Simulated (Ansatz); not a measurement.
# LiCl: the cost of one run

Method: DFT PBE, scalar-relativistic, plane waves, PAW, in Ansatz 0.2.0.

The COD entry's cell or inner coordinates are ideal or old and differ from later refinements, so a difference from it is no clean test against experiment.

3 further runs of the same task are left out: 1 that didn't finish, 2 set aside as unsound or not needed.

## Step 1: The system as given

It takes space group Fm-3m (No. 225, cubic). The conventional cell has a = 5.130 Å, b = 5.130 Å, c = 5.130 Å, α = 90.00°, β = 90.00°, γ = 90.00°. Li (site symmetry m-3m) is surrounded by 6 Cl at 2.56 Å. Cl (site symmetry m-3m) is surrounded by 6 Li at 2.56 Å.

As a file:

```
Li Cl
1.0
     0.00000    2.56476    2.56476
     2.56476    0.00000    2.56476
     2.56476    2.56476    0.00000
Li Cl
1 1
Direct
  0.00000 0.00000 0.00000
  0.50000 0.50000 0.50000
```

The structure comes from the Crystallography Open Database.

## Step 2: A distortion of lower symmetry

Against the listed cell: strain xx, yy, zz, yz, xz, xy = -3.7, -4.6, -3.7, +0.0, +1.0, +0.0 %; atoms moved by 0.25 Å root mean square, at most 0.25 Å.

File input.yaml:

```yaml
crystal:
  lattice:
    - [0.0262374948, 2.4474478776, 2.4707871936]
    - [2.4958448988, 0.0011797896, 2.4958448988]
    - [2.4707871936, 2.4474478776, 0.0262374948]
  atoms:
    - { symbol: Li, position: [-0.001989341, 0.0708571388, -0.001989341] }
    - { symbol: Cl, position: [0.501989341, 0.4291428612, 0.501989341] }
basis:
  ecutwfc: 420
kpoints:
  mp_grid: { grid: [8, 8, 8] }
hamiltonian:
  xc: pbe
scf:
  occupations: { method: gaussian, width: 0.02 }
output:
  forces: true
  stress: true
  eigenvalues: true
```

Run with:

```sh
ansatz run input.yaml --threads 1 --pin off --max-ram 1331MiB --backend cpu --events-out ev --progress --plain --runs-dir out
```

Q: Estimate wall time and peak memory on 1 thread of an x86-64 CPU, shared host.

About 2.7 s, with a peak of 0.39 GiB.
